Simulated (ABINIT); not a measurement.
Set up this calculation in ABINIT 10.8.3 (patched build), as the native input.

- Task: band structure
- Functional: PBEsol
- Potentials or basis: JTH PAW PBE v2.0
- Cutoff: 599 eV
- k mesh: 8 × 8 × 8
- Occupations: fermi-dirac, width 0.05 eV
- Spin: spin-orbit coupling, no magnetisation
- Fine-grid cutoff: 1197.3 eV
- Exchange and correlation inside the PAW spheres: full angular mesh (pawxcdev 0, this build's default; the released program takes 1)

The system is SnSe.

```xyz
2
Lattice="0.0000 3.0100 3.0100 3.0100 0.0000 3.0100 3.0100 3.0100 0.0000" Properties=species:S:1:pos:R:3 pbc="T T T"
Sn    0.0000    0.0000    0.0000
Se    3.0100    3.0100    3.0100
```

Measurements of this composition are mostly on another form, of space group No. 62.

The input as run:

run.abi

```
# Datasets: ground state, then fixed potential
ndtset 2

# Pseudopotentials
pp_dirpath "./"
pseudos "Sn.GGA_PBE-JTH.xml, Se.GGA_PBE-JTH.xml"

# Structure
acell 3*1.0 Angstrom
rprim
     0.0000000000     3.0100000000     3.0100000000
     3.0100000000     0.0000000000     3.0100000000
     3.0100000000     3.0100000000     0.0000000000
ntypat 2
znucl 50 34
natom 2
typat 1 2
xred
     0.0000000000     0.0000000000     0.0000000000
     0.5000000000     0.5000000000     0.5000000000

# Plane-wave basis
ecut 598.650497 eV
pawecutdg 44.0

# Exchange and correlation
ixc -116133

# Bands and occupations
occopt 3
tsmear 0.05 eV

# Spin
nspinor 2
nspden 1
pawspnorb 1

# SCF cycle
nstep 100

# Output
iomode 3
prtwf 0
prteig 0
prtebands 0
enunit 1
prtden1 1

# Dataset 1
kptopt1 4
ngkpt1 8 8 8
nshiftk1 1
shiftk1 0.0 0.0 0.0
nband1 28
tolvrs1 1.0e-9

# Dataset 2: bands along G-X-W-K-G-L-U-W-L-K
iscf2 -2
getden2 1
nband2 40
nbdbuf2 8
tolwfr2 1.0e-11
kptopt2 -9
ndivsm2 5
prteig2 1
kptbounds2
     0.0000000000     0.0000000000     0.0000000000
     0.5000000000     0.0000000000     0.5000000000
     0.5000000000     0.2500000000     0.7500000000
     0.3750000000     0.3750000000     0.7500000000
     0.0000000000     0.0000000000     0.0000000000
     0.5000000000     0.5000000000     0.5000000000
     0.6250000000     0.2500000000     0.6250000000
     0.5000000000     0.2500000000     0.7500000000
     0.5000000000     0.5000000000     0.5000000000
     0.3750000000     0.3750000000     0.7500000000
```

Potentials or basis: JTH PAW PBE v2.0.

Run with:

```sh
$ abinit run.abi > log 2>&1
```

It gave:

```json
{
 "Pressure": "-2.0 GPa",
 "Band gap along the path": "0.28 eV, direct",
 "Valence electrons inside the program's atomic spheres": "Sn 11.77; Se 3.89"
}
```

Caveat: the PAW data sets were made with another functional, which shifts forces and pressure a little.

Wall time 4.8 min on 1 thread of Arm Neoverse V2 (shared host), peak memory 0.3 GiB.
